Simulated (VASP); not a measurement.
P, 2 atoms in the cell. It takes space group Imma (No. 74, orthorhombic). Conventional cell: a = 3.383 Å, b = 5.030 Å, c = 3.718 Å, α = 90.00°, β = 90.00°, γ = 90.00°. Around P (site symmetry mm2) lie 4 P at 2.24 to 2.55 Å. This isn't the form of P at room conditions, which is orthorhombic.

* Program: VASP 6.6.1
* Task: single point
* Functional: PBE
* Potentials or basis: VASP PAW PBE potentials, release 64 (P)
* Cutoff: 520 eV
* k mesh: 11 × 11 × 11
* Occupations: fermi-dirac, width 0.05 eV
* Spin: no spin polarisation
* Further INCAR settings: ALGO = Normal; EDIFF = 1e-07; NBANDS = 12

Potentials or basis: VASP PAW PBE potentials, release 64 (P).

Run with:

```sh
$ cat potpaw_PBE.64/P/POTCAR > POTCAR
$ mpirun -np 1 vasp_std > vasp.out
```

Hardware: 1 thread of AMD EPYC 7R43 64-Core Processor (Zen 3) (shared host).

How long does it take, and how much memory?

Wall time 2.3 min on 1 thread of AMD EPYC 7R43 64-Core Processor (Zen 3), on a shared host, peak memory 0.14 GiB. Counts: scf iterations 13, k points 216.
